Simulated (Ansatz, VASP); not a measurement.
# CuI: VASP beside Ansatz, part 2 of 2

Wanted: the spread between two codes on one cell, functional and k mesh. The cell is taken from a series of VASP runs on this material, whose earlier steps may have relaxed, scaled or displaced it; both programs get it as it stands.

VASP 6.6.1 and Ansatz 0.2.0.

So far. Step 2 (VASP: band structure, LDA): The run ends at a pressure of -3.80 GPa.

### 5. VASP: band structure, PBE

Level of this step: PBE; plane waves and PAW (I, Cu) (VASP).

The same path points are solved in both programs, so levels can be compared one by one.

Input file INCAR:

```
SYSTEM = CuI
PREC = Accurate
ENCUT = 350
EDIFF = 1E-06
NELM = 100
ISMEAR = 0
SIGMA = 0.03
LREAL = .FALSE.
ALGO = Normal
GGA = PE
NBANDS = 21
LASPH = .TRUE.
LORBIT = 11
LWAVE = .FALSE.
LCHARG = .FALSE.
KPAR = 4
```

Input file POSCAR:

```
CuI
1.0
    0.0000000000      3.0160000000      3.0160000000
    3.0160000000      0.0000000000      3.0160000000
    3.0160000000      3.0160000000      0.0000000000
I Cu
1 1
Direct
    0.0000000000      0.0000000000      0.0000000000
    0.7500000000      0.7500000000      0.7500000000
```

Input file KPOINTS:

```
Automatic mesh
0
Gamma
6 6 6
0 0 0
```

Input file KPOINTS_OPT:

```
Line mode
10
Line-mode
Reciprocal
  0.00000000   0.00000000   0.00000000 GAMMA
  0.50000000   0.00000000   0.50000000 X

  0.50000000   0.00000000   0.50000000 X
  0.50000000   0.25000000   0.75000000 W

  0.50000000   0.25000000   0.75000000 W
  0.37500000   0.37500000   0.75000000 K

  0.37500000   0.37500000   0.75000000 K
  0.00000000   0.00000000   0.00000000 GAMMA

  0.00000000   0.00000000   0.00000000 GAMMA
  0.50000000   0.50000000   0.50000000 L

  0.50000000   0.50000000   0.50000000 L
  0.62500000   0.25000000   0.62500000 U

  0.62500000   0.25000000   0.62500000 U
  0.50000000   0.25000000   0.75000000 W

  0.50000000   0.25000000   0.75000000 W
  0.50000000   0.50000000   0.50000000 L

  0.50000000   0.50000000   0.50000000 L
  0.37500000   0.37500000   0.75000000 K

  0.62500000   0.25000000   0.62500000 U
  0.50000000   0.00000000   0.50000000 X
```

The projector-augmented-wave data sets are I and Cu (PBE family, release 64).

Launch:

```
$ mpirun -np 4 vasp_std
```

Numbers of over 12 decimals in the logs are rounded to 6 here.

The program printed:

```text
[banner, memory and clock lines left out]
running    4 mpi-ranks, on    1 nodes
[...]
LDA part: xc-table for (Slater+PW92), standard interpolation
 POSCAR, INCAR and KPOINTS ok, starting setup
[...]
entering main loop
       N       E                     dE             d eps       ncg     rms          rms(c)
DAV:   1     0.881763759319E+02    0.88176E+02   -0.53499E+03   672   0.643E+02
DAV:   2     0.941535177053E+00   -0.87235E+02   -0.76990E+02   722   0.171E+02
DAV:   3    -0.560974837024E+01   -0.65513E+01   -0.64508E+01   819   0.514E+01
DAV:   4    -0.577566319195E+01   -0.16591E+00   -0.16572E+00   816   0.725E+00
[...]
DAV:  10    -0.555963985072E+01   -0.16951E-03   -0.38859E-04   752   0.964E-02    0.278E-02
DAV:  11    -0.555964445971E+01   -0.46090E-05   -0.78672E-05   913   0.203E-01    0.195E-02
DAV:  12    -0.555964518246E+01   -0.72275E-06   -0.83423E-06  1003   0.347E-02
   1 F= -.55596452E+01 E0= -.55596452E+01  d E =-.117701E-16
 Start KPOINTS_OPT (optional k-point list driver)
k-point batch [1-16\100]
       N       E                     dE             ncg
DAV:   1     0.179455534941E+04   -0.37033E+04      677
DAV:   2     0.361674214612E+03   -0.14329E+04      712
DAV:   3     0.252512623640E+03   -0.10916E+03      831
DAV:   4     0.249710467148E+03   -0.28022E+01      831
DAV:   5     0.249574652169E+03   -0.13581E+00      966
DAV:   6     0.249571578097E+03   -0.30741E-02      877
DAV:   7     0.249571550453E+03   -0.27644E-04      985
DAV:   8     0.249571550192E+03   -0.26125E-06      665
[...]
k-point batch [97-100\100]
       N       E                     dE             ncg
DAV:   1     0.643693373354E+04   -0.17271E+04      168
DAV:   2     0.607181863252E+04   -0.36512E+03      178
DAV:   3     0.604800535997E+04   -0.23813E+02      227
DAV:   4     0.604743998338E+04   -0.56538E+00      193
DAV:   5     0.604741293077E+04   -0.27053E-01      230
DAV:   6     0.604741179916E+04   -0.11316E-02      225
DAV:   7     0.604741179160E+04   -0.75532E-05      241
DAV:   8     0.604741179155E+04   -0.49911E-07      161
```

OUTCAR, selected parts (step 5):

```text
  Total        0.4236753      0.4236753      0.4236753      0.0000000      0.0000000     -0.0000000
  in kB       12.3714248     12.3714248     12.3714248      0.0000000      0.0000000     -0.0000000
  external PRESSURE =      12.3714248 kB  Pullay stress =       0.0000000 kB

 POSITION                                       TOTAL-FORCE (eV/Angst)
 -----------------------------------------------------------------------------------
      0.00000      0.00000      0.00000         0.000000      0.000000      0.000000
      4.52400      4.52400      4.52400        -0.000000     -0.000000     -0.000000
 -----------------------------------------------------------------------------------
    total drift:                               -0.000004     -0.000004     -0.000004

  FREE ENERGIE OF THE ION-ELECTRON SYSTEM (eV)
  ---------------------------------------------------
  free  energy   TOTEN  =        -5.5596451825 eV

  energy  without entropy=       -5.5596451825  energy(sigma->0) =       -5.55964518

[... 2 parts as in an earlier step ...]

[... 1 further part left out ...]
[key lines of the parts left out:]
E-fermi :   4.7664
```

The run ends at a pressure of 1.24 GPa.

### 6. Ansatz: band structure, PBE

The same cell, functional, mesh and smearing now go to Ansatz, which takes its cutoff from its data sets.

The cell is taken from a series of VASP runs on this material, whose earlier steps may have relaxed, scaled or displaced it; both programs get it as it stands.

Input file input.yaml:

```yaml
crystal:
  lattice:
    - [0.0, 3.016, 3.016]
    - [3.016, 0.0, 3.016]
    - [3.016, 3.016, 0.0]
  atoms:
    - { symbol: I, position: [0.0, 0.0, 0.0] }
    - { symbol: Cu, position: [0.75, 0.75, 0.75] }
hamiltonian:
  xc: pbe
  pseudopotentials: { kind: paw }
kpoints:
  mp_grid: { grid: [6, 6, 6] }
  band_path:
    path:
      - [0.0, 0.0, 0.0]
      - [0.16667, 0.0, 0.16667]
      - [0.33333, 0.0, 0.33333]
      - [0.5, 0.0, 0.5]
      - [0.5, 0.08333, 0.58333]
      - [0.5, 0.19444, 0.69444]
      - [0.5, 0.25, 0.75]
      - [0.45833, 0.29167, 0.75]
      - [0.40278, 0.34722, 0.75]
      - [0.375, 0.375, 0.75]
      - [0.20833, 0.20833, 0.41667]
      - [0.08333, 0.08333, 0.16667]
      - [0.0, 0.0, 0.0]
      - [0.22222, 0.22222, 0.22222]
      - [0.38889, 0.38889, 0.38889]
      - [0.51389, 0.47222, 0.51389]
      - [0.55556, 0.38889, 0.55556]
      - [0.61111, 0.27778, 0.61111]
      - [0.61111, 0.25, 0.63889]
      - [0.56944, 0.25, 0.68056]
      - [0.51389, 0.25, 0.73611]
      - [0.5, 0.27778, 0.72222]
      - [0.5, 0.38889, 0.61111]
      - [0.5, 0.47222, 0.52778]
      - [0.48611, 0.48611, 0.52778]
      - [0.43056, 0.43056, 0.63889]
      - [0.38889, 0.38889, 0.72222]
      - [0.59722, 0.19444, 0.59722]
      - [0.55556, 0.11111, 0.55556]
      - [0.5, 0.0, 0.5]
    npoints: 1
scf:
  occupations: { method: gaussian, width: 0.03 }
  n_extra_bands: 7
output:
  forces: true
  stress: true
  eigenvalues: true
  write_density: true
  write_potential: true
  elf: true
  volumetric_format: npy
```

Launch:

```
$ ansatz run input.yaml --threads 2 --pin off --max-ram 4608MiB --backend cpu --events-out ev --progress --plain --runs-dir out
```

The program printed:

```text
[...]
Crystal: 2 atoms, lattice volume = 54.869 Å³
Basis set: ecut = 420 eV, 1067 PW (Γ), exchange–correlation on 60×60×60 points (8 copies of the dense FFT grid, shifted against one another)
Bands: 25, of which v1, the nominal top of the filled ones, is band 18 counted from 1 (17 counted from 0)
Symmetry: 24 space group operations
[...]
k-points: 16 of 216 (time reversal used)
[...]
k-point 0: bands = [... 14 lower, 6.4693, 8.3822, 8.3822, 8.3822, 9.5437, 13.2411, 13.2411, 13.2411, ... 3 higher]
  k-point 1: bands = [... 14 lower, 6.4601, 7.4884, 8.1815, 8.1815, 10.4729, 13.2599, 13.5961, 13.5961, ... 3 higher]
  k-point 2: bands = [... 14 lower, 6.4713, 6.7746, 7.8229, 7.8229, 10.6301, 13.8582, 13.8582, 14.8485, ... 3 higher]
  k-point 15: bands = [... 14 lower, 6.4224, 6.5544, 6.7511, 7.0383, 12.2255, 12.3091, 15.5067, 15.5717, ... 3 higher]
[key lines of the parts left out:]
SCF converged after 6 iterations
Free energy (F): -14138.360127 eV
Fermi energy:    8.963361 eV
P = ⅓ Tr σ = 0.9844 GPa (9.844 kbar)
```

Run time: 1.7 s. Hardware: 2 threads of Intel Xeon Platinum 8488C (Sapphire Rapids), shared host; peak memory 0.37 GiB; 2.8 s of CPU time.

### 7. Comparison

The two programs side by side:

```tsv
quantity	Ansatz	VASP	difference
pressure (GPa)	0.98	1.24	-0.25
gap over the path points (eV)	1.161	1.179	-0.017
```

Levels at points of the path, from each program's valence-band top (eV; 4 filled, then empty):

```tsv
k (reciprocal lattice)	Ansatz	VASP
0.000 0.000 0.000	-1.91 0.00 0.00 0.00 1.16 4.86 4.86	-1.91 0.00 0.00 0.00 1.18 4.85 4.85
0.167 0.000 0.167	-1.89 -0.78 -0.51 -0.51 2.67 3.87 5.83	-1.89 -0.78 -0.51 -0.51 2.68 3.87 5.82
0.333 0.000 0.333	-1.84 -1.43 -1.25 -1.25 2.89 3.31 7.63	-1.85 -1.43 -1.25 -1.25 2.89 3.31 7.62
0.500 0.000 0.500	-1.85 -1.82 -1.55 -1.55 2.68 2.89 9.27	-1.85 -1.82 -1.55 -1.55 2.68 2.89 9.29
0.500 0.083 0.583	-1.91 -1.83 -1.58 -1.46 3.00 3.18 8.48	-1.91 -1.83 -1.58 -1.46 3.00 3.18 8.46
0.500 0.194 0.694	-1.96 -1.83 -1.64 -1.32 4.19 4.21 6.62	-1.96 -1.83 -1.65 -1.32 4.19 4.21 6.62
0.500 0.250 0.750	-1.97 -1.83 -1.65 -1.30 4.54 4.65 6.03	-1.97 -1.83 -1.66 -1.31 4.55 4.65 6.03
0.458 0.292 0.750	-1.93 -1.81 -1.64 -1.30 4.02 4.67 6.36	-1.93 -1.81 -1.64 -1.30 4.03 4.67 6.35
0.403 0.347 0.750	-1.89 -1.77 -1.58 -1.29 3.20 4.65 7.35	-1.89 -1.78 -1.58 -1.29 3.20 4.65 7.33
0.375 0.375 0.750	-1.89 -1.77 -1.56 -1.29 3.08 4.64 7.58	-1.89 -1.77 -1.56 -1.29 3.08 4.64 7.56
```

Among the levels compared at these points, filled levels agree within 3 meV and empty ones within 24 meV.

### 8. What the set-up changes

Further runs change the set-up of one program: Ansatz's method, potentials or start, or VASP's data sets, cutoff or form of LDA. The table gives Ansatz less VASP for each quantity, since a change that brings one quantity closer may part another.

```tsv
run	pressure (GPa)	gap over the path points (eV)
as above	-0.25	-0.017
Ansatz's all-electron LAPW method	-0.24	-0.018
```

### 9. VASP: dielectric response, LDA

The response to a field tests empty states and converges slowly with the mesh.

Input file INCAR:

```
SYSTEM = CuI
PREC = Accurate
ENCUT = 350
EDIFF = 1E-08
NELM = 100
ISMEAR = 0
SIGMA = 0.01
LREAL = .FALSE.
ALGO = Normal
GGA = CA
NBANDS = 15
LASPH = .TRUE.
LORBIT = 11
LWAVE = .FALSE.
LCHARG = .FALSE.
KPAR = 4
LEPSILON = .TRUE.
LPEAD = .TRUE.
```

POSCAR is that of step 5.

Input file KPOINTS:

```
Automatic mesh
0
Gamma
12 12 12
0 0 0
```

The projector-augmented-wave data sets are I and Cu (LDA family, release 64).

Launch:

```
$ mpirun -np 4 vasp_std
```

The program printed:

```text
[... set-up lines as in an earlier step ...]
 entering main loop
       N       E                     dE             d eps       ncg     rms          rms(c)
DAV:   1     0.819161755459E+02    0.81916E+02   -0.58898E+03  2160   0.949E+02
DAV:   2    -0.250278154791E+01   -0.84419E+02   -0.76983E+02  2272   0.207E+02
DAV:   3    -0.708023347039E+01   -0.45775E+01   -0.45069E+01  2918   0.533E+01
DAV:   4    -0.720803573335E+01   -0.12780E+00   -0.12776E+00  2535   0.878E+00
[...]
DAV:  15    -0.694493229104E+01    0.71941E-07   -0.55993E-07  3443   0.123E-02    0.470E-03
DAV:  16    -0.694493226470E+01    0.26341E-07   -0.90745E-08  2926   0.952E-03    0.236E-04
DAV:  17    -0.694493226520E+01   -0.50272E-09   -0.85143E-09  1451   0.705E-04
   1 F= -.69449323E+01 E0= -.69449323E+01  d E =-.262461E-19
 Linear response reoptimize wavefunctions to high precision
DAV:   1    -0.694493226507E+01    0.12710E-09   -0.31244E-09  2291   0.147E-03
DAV:   2    -0.694493226505E+01    0.27967E-10   -0.23237E-10  1360   0.117E-04
 Linear response to external field (no local field effect), progress :
[...]
RMM:  14    -0.884961657535E+00   -0.11115E-05    0.12267E-08 12207   0.980E-05    0.197E-05
RMM:  15    -0.884962034612E+00   -0.37708E-06    0.15134E-08  8719   0.542E-05    0.820E-06
 change of polarisation eV/A/(eV/A) component  2 :     0.259     1.688     0.142
 dielectric tensor                  component  2 :     0.853     6.567     0.467
 Linear response to external field, progress :
  Direction:   3
       N       E                     dE             d eps       ncg     rms          rms(c)
RMM:   1    -0.410916662961E+00   -0.41092E+00    0.60634E-01  5078   0.183E+01
RMM:   2    -0.878992955393E+00   -0.46808E+00    0.13222E-01  6883   0.261E+00    0.136E+00
RMM:   3    -0.863600178070E+00    0.15393E-01   -0.25255E-02 13104   0.156E+00    0.802E-01
RMM:   4    -0.877589803239E+00   -0.13990E-01   -0.47603E-02 15683   0.125E+00    0.169E-01
[...]
RMM:  12    -0.884961502733E+00   -0.60939E-05   -0.20952E-07 15298   0.596E-04    0.197E-04
RMM:  13    -0.884962245172E+00   -0.74244E-06    0.80462E-08 14832   0.222E-04    0.651E-05
RMM:  14    -0.884963671111E+00   -0.14259E-05    0.25030E-08 12031   0.962E-05    0.939E-06
 change of polarisation eV/A/(eV/A) component  3 :     0.212     0.270     1.688
 dielectric tensor                  component  3 :     0.698     0.889     6.567
 Born effective charges drift removed
```

From OUTCAR (step 9):

```text
  Total       -1.3217007     -1.3217007     -1.3217007      0.0000000      0.0000000      0.0000000
  in kB      -38.5939912    -38.5939912    -38.5939912      0.0000000      0.0000000      0.0000000
  external PRESSURE =     -38.5939912 kB  Pullay stress =       0.0000000 kB

 POSITION                                       TOTAL-FORCE (eV/Angst)
 -----------------------------------------------------------------------------------
      0.00000      0.00000      0.00000        -0.000000     -0.000000     -0.000000
      4.52400      4.52400      4.52400         0.000000      0.000000      0.000000
 -----------------------------------------------------------------------------------
    total drift:                               -0.000001     -0.000001     -0.000001

 MACROSCOPIC STATIC DIELECTRIC TENSOR (including local field effects in DFT)
 ------------------------------------------------------
           6.566835     0.000000     0.000000
          -0.000000     6.566835     0.000000
          -0.000000    -0.000000     6.566835
 ------------------------------------------------------

[... 1 part as in an earlier step ...]

[... 1 further part left out ...]
```

Energies printed during the response cycles are not total energies of the cell. The dielectric response converges more slowly with the mesh than energies do, so tensor and charges may still move on a finer one.

### 10. Ansatz: dielectric response, LDA

The same cell, functional (in two slightly different forms) and mesh now go to Ansatz, which takes its cutoff from its data sets.

The cell is taken from a series of VASP runs on this material, whose earlier steps may have relaxed, scaled or displaced it; both programs get it as it stands.

Input file input.yaml:

```yaml
crystal:
  lattice:
    - [0.0, 3.016, 3.016]
    - [3.016, 0.0, 3.016]
    - [3.016, 3.016, 0.0]
  atoms:
    - { symbol: I, position: [0.0, 0.0, 0.0] }
    - { symbol: Cu, position: [0.75, 0.75, 0.75] }
hamiltonian:
  xc: lda
  pseudopotentials: { kind: paw }
kpoints:
  mp_grid: { grid: [12, 12, 12] }
scf:
  occupations: { method: fixed }
dielectric:
  method: response
```

Launch:

```
$ ansatz run input.yaml --threads 2 --pin off --max-ram 4608MiB --backend cpu --events-out ev --progress --plain --runs-dir out
```

The program printed:

```text
[...]
Crystal: 2 atoms, lattice volume = 54.869 Å³
Basis set: ecut = 420 eV, 1067 PW (Γ), exchange–correlation on 60×60×60 points (8 copies of the dense FFT grid, shifted against one another)
Bands: 22, of which v1, the nominal top of the filled ones, is band 18 counted from 1 (17 counted from 0)
Symmetry: 24 space group operations
k-points: 280 of 1728 (irreducible under 4 space group operations, time reversal used)
[...]
site 0:
        -1.10350    0.00000    0.00000
        -0.00000   -1.10350   -0.00000
         0.00000   -0.00000   -1.10350
    site 1:
         1.10350   -0.00000   -0.00000
         0.00000    1.10350    0.00000
        -0.00000    0.00000    1.10350
  Z* charge neutrality: 1.712e-4 e pre-enforcement
  solved inside a basis spanned on kpoints, on 12×12×12 k-points, its susceptibility summed on 16×16×16: ε∞ is read to err by 1.8e-2, Z* by 2.0e-2 e (field_mesh: kpoints solves on kpoints); Z* is corrected for what the basis lacks
[key lines of the parts left out:]
SCF converged after 8 iterations
Free energy (F): -13911.739704 eV
Fermi energy:    7.997959 eV
```

Run time: 70 s. Hardware: 2 threads; peak memory 1.4 GiB; 2.3 min of CPU time.

### 11. Side by side

What differs besides the data sets and the points named for the pairs above, as far as they apply: VASP's response is taken on the typed mesh, Ansatz refines its own for the field response alone. Total energies have different zeros and are not compared.

Both answers:

```tsv
quantity	Ansatz	VASP	difference
ε∞ xx	6.70	6.57	+2.00 %
ε∞ yy	6.70	6.57	+2.00 %
ε∞ zz	6.70	6.57	+2.00 %
Born charge of I1 (mean of the diagonal) (e)	-1.10	-1.10	-0.01
Born charge of Cu2 (mean of the diagonal) (e)	1.10	1.10	+0.01
```

### 12. What came out

```yaml
difference_in_gap_over_the_path_points_band_structure_lda: -0.055 eV
difference_in_gap_over_the_path_points_band_structure_pbe: -0.017 eV
difference_in_eps_infinity_xx_dielectric_response_lda: 2.0 %
```

In words: The difference in gap over the path points is -0.055 eV (band structure, LDA), within the 0.08 eV picked in this series as the mark of a large difference. For band structure, PBE, no further run moves any of the tabulated differences by more than a quarter of its size. 3 further runs of this series are not shown here. How closely two codes agree says nothing of how well the functional describes the real material.

[Lines on the potential files, build, host, timing and source positions are cut from VASP's logs without a mark.]

[Logs are printed without paths, hosts, clocks, repeated set-up lines and the standing remarks that a program may print on its own settings, such as how far it seeks lower states.]

[Hosts, paths, dates, database ids (printed as entryN), source tags and the programs' standing remarks are cut or masked in the printed files.]
